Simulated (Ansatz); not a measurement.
Input and command of a calculation in Ansatz (plane waves; scalar-relativistic PAW potentials unless the input names others):

```yaml
crystal:
  lattice:
    - [3.7241712022, 0.0, 0.0]
    - [-1.8620856011, 6.8454848088, 0.0]
    - [0.0, 0.0, 29.6982740369]
  atoms:
    - { symbol: Na, position: [0.7822352067, 0.5644704135, 0.2525399284] }
    - { symbol: Na, position: [0.0507334664, 0.1014669327, 0.2685050943] }
    - { symbol: Na, position: [0.3932247644, 0.7864495289, 0.3483309239] }
    - { symbol: Na, position: [0.6617230241, 0.3234460481, 0.3642960898] }
    - { symbol: Na, position: [0.0042143221, 0.0084286443, 0.4441219193] }
    - { symbol: Na, position: [0.2727125818, 0.5454251635, 0.4600870852] }
    - { symbol: Na, position: [0.6152038799, 0.2304077597, 0.5399129148] }
    - { symbol: Na, position: [0.8837021395, 0.7674042789, 0.5558780807] }
    - { symbol: Na, position: [0.2261934376, 0.4523868751, 0.6357039102] }
    - { symbol: Na, position: [0.4946916972, 0.9893833943, 0.6516690761] }
    - { symbol: Na, position: [0.8371829953, 0.6743659905, 0.7314949057] }
    - { symbol: Na, position: [0.1056812549, 0.2113625097, 0.7474600716] }
basis:
  ecutwfc: 420
kpoints:
  mp_grid: { grid: [10, 5, 1] }
hamiltonian:
  xc: pbesol
scf:
  occupations: { method: gaussian, width: 0.1 }
  mixing: { algorithm: broyden, beta: 1.5, ndim: 1, preconditioner: none }
  max_iter: 100
output:
  forces: true
  eigenvalues: true
  stress: true
efield:
  axis: 3
  dipole_correction: true
  ramp_width: 0.04
```

```bash
ansatz run input.yaml --threads 1 --pin off --max-ram 2560MiB --backend cpu --events-out ev --progress --plain --runs-dir out
```

Problem. What is wrong with this input?

Solution. The program refuses it, because of mixing far too strong (scf.mixing: not typed → {"algorithm": "broyden", "beta": 1.5, "ndim": 1, "preconditioner": "none"}). Without that key it is accepted.

Abridged log:
```
Error: invalid value for `scf.mixing.beta`: must be finite and in (0, 1]; got 1.5
```